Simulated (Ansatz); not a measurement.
Write the native input for Ansatz 0.2.0 that does the following.

* Task: band structure
* Functional: PBE
* Dispersion: D3(BJ)
* Potentials or basis: all-electron LAPW, scalar-relativistic
* Cutoff: 190 eV (chosen from the basis error)
* Basis error allowed: 0.001 eV/atom
* k mesh: 8 × 8 × 8
* Occupations: fermi-dirac, width 0.1 eV
* Spin: no spin polarisation

The system is SnSe.

```xyz
2
Lattice="0.0000 3.0100 3.0100 3.0100 0.0000 3.0100 3.0100 3.0100 0.0000" Properties=species:S:1:pos:R:3 pbc="T T T"
Sn    0.0000    0.0000    0.0000
Se    3.0100    3.0100    3.0100
```

Measurements of this composition are mostly on another form, of space group No. 62.

The input as run:

input.yaml

```yaml
crystal:
  lattice:
    - [0.0, 3.01, 3.01]
    - [3.01, 0.0, 3.01]
    - [3.01, 3.01, 0.0]
  atoms:
    - { symbol: Sn, position: [0.0, 0.0, 0.0] }
    - { symbol: Se, position: [0.5, 0.5, 0.5] }
kpoints:
  mp_grid: { grid: [8, 8, 8] }
  band_path:
    path:
      - [0.0, 0.0, 0.0]
      - [0.5, 0.0, 0.5]
      - [0.5, 0.25, 0.75]
      - [0.375, 0.375, 0.75]
      - [0.0, 0.0, 0.0]
      - [0.5, 0.5, 0.5]
      - [0.625, 0.25, 0.625]
      - [0.5, 0.25, 0.75]
    npoints: 6
scf:
  occupations: { method: fermi_dirac, width: 0.1 }
hamiltonian:
  xc: pbe
  dispersion: d3bj
  pseudopotentials: { kind: all_electron, lapw: { basis_error: 0.001 } }
output:
  forces: true
  stress: true
  eigenvalues: true
```

Potentials or basis: all-electron LAPW, scalar-relativistic.

Run with:

```console
$ ansatz run input.yaml --threads 1 --pin off --max-ram 3072MiB --backend cpu --events-out ev --progress --plain --runs-dir out
```

It gave:

```
Pressure                : -1.2 GPa
Band gap on the k mesh  : 0.58 eV, direct
Band gap along the path : 0.32 eV, direct
```

Caveat: spin-orbit coupling is left out, which moves the levels of the heavy elements; the mesh misses the band edges, which the band path finds closer together.

It took 5.5 s on 1 thread of Intel(R) Xeon(R) Platinum 8559C (Emerald Rapids) (shared host), peak memory 0.3 GiB.
